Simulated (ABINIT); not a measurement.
The system is NaI.

```
I Na
1.0
     0.00000    3.23640    3.23640
     3.23640    0.00000    3.23640
     3.23640    3.23640    0.00000
I Na
1 1
Direct
  0.50000 0.50000 0.50000
  0.00000 0.00000 0.00000
```

Base run:

```yaml
Program: ABINIT 10.8.3 (patched build)
Functional: r2SCAN
Potentials_or_basis: PseudoDojo NC SR PBE v0.4.1 standard
Cutoff: 1442 eV
k_mesh: 7 × 7 × 7
Occupations: fermi-dirac, width 0.05 eV
Spin: no spin polarisation
```

Its results: band gap on the k mesh 4.28 eV, direct; pressure -0.2 GPa.

Task: The run is repeated on the same cell with these changes: potentials or basis from PseudoDojo NC SR PBE v0.4.1 standard to Ansatz PAW PBE default generated set, frozen core; cutoff from 1442 eV to 490 eV; valence electrons from 16 to 26. What comes out?

Result: Band gap on the k mesh 4.43 eV, direct; pressure -0.1 GPa.

Caveats: spin-orbit coupling is left out, which moves the levels of the heavy elements; a meta-GGA on potentials with a model core is unreliable (some runs); the potentials were made for another functional, which shifts forces and pressure (some runs); the PAW data sets were made with another functional, which shifts forces and pressure a little (some runs).
